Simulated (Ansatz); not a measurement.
## Convergence notes, G0W0 on NaF (CsCl type)

NaF (CsCl type), relaxed with r2SCAN; one-shot G0W0 in Ansatz without spin-orbit coupling. These are computed values for a spin-unpolarised cell that may be hypothetical; none is a measurement.

Space group Pm-3m (No. 221). a = 2.793 Å, b = 2.793 Å, c = 2.793 Å, α = 90.00°, β = 90.00°, γ = 90.00°
```json
{"atom": "Na", "site": "1a", "symmetry": "m-3m", "x": "0.0000", "y": "0.0000", "z": "0.0000"}
{"atom": "F", "site": "1b", "symmetry": "m-3m", "x": "0.5000", "y": "0.5000", "z": "0.5000"}
```

Gaps are read over the mesh points alone. G0W0 here is at a finite number of bands, screening cutoff and k mesh, not at the basis limit.

| start | potentials | frequency model | mesh | empty bands | screening cutoff (eV) | Kohn-Sham gap (eV) | G0W0 gap (eV) | rough cost |
| --- | --- | --- | --- | --- | --- | --- | --- | --- |
| PBE | PAW | contour deformation | 4×4×4 | 35 | 80 | 6.13 | 10.09 | 2.8 core-seconds |
| PBE | PAW | contour deformation | 4×4×4 | 81 | 140 | 6.13 | 10.17 | 6 core-seconds |
| PBE | PAW | contour deformation | 4×4×4 | 150 | 210 | 6.13 | 10.35 | 19 core-seconds |
| HSE06 | PAW | contour deformation | 4×4×4 | 81 | 140 | 8.33 | 11.21 | 19 core-seconds |
| LDA | PAW | contour deformation | 4×4×4 | 81 | 140 | 5.79 | 10.16 | 6 core-seconds |
| r2SCAN | PAW | contour deformation | 4×4×4 | 81 | 140 | 7.06 | 10.70 | 8 core-seconds |
| PBE | PAW | Godby-Needs pole | 4×4×4 | 81 | 140 | 6.13 | 10.22 | 7 core-seconds |
| PBE | PAW | contour deformation | 6×6×6 | 35 | 80 | 6.13 | 10.08 | 13 core-seconds |
| PBE | norm-conserving | contour deformation | 4×4×4 | 81 | 140 | 6.11 | 10.12 | 16 core-seconds |

Over the mesh points the PBE gap of 6.13 eV becomes a quasiparticle gap of 10.35 eV (M to Γ), a change of +4.22 eV. Renormalisation factors Z lie between 0.80 and 0.89.

Raising bands and cutoff together moves the gap by +0.08 eV (80 to 140 eV), then +0.18 eV (140 to 210 eV); the last step is still large, so the basis limit isn't reached. Starting from HSE06 (8.33 eV against PBE's 6.13 eV) gives 11.21 eV, +1.04 eV from G0W0@PBE at the same screening cutoff. Starting from LDA (5.79 eV against PBE's 6.13 eV) gives 10.16 eV, -0.01 eV from G0W0@PBE at the same screening cutoff. Starting from r2SCAN (7.06 eV against PBE's 6.13 eV) gives 10.70 eV, +0.53 eV from G0W0@PBE at the same screening cutoff. The Godby-Needs plasmon pole differs from contour deformation by +0.05 eV. A 6×6×6 mesh in place of 4×4×4 changes the opening over PBE by -0.02 eV (the gap on the mesh by -0.01 eV). Norm-conserving potentials (wave cutoff 1320 eV against 420 eV) shift the quasiparticle gap by -0.05 eV and the PBE gap by -0.02 eV. r2SCAN runs take a wave cutoff of 500 eV.
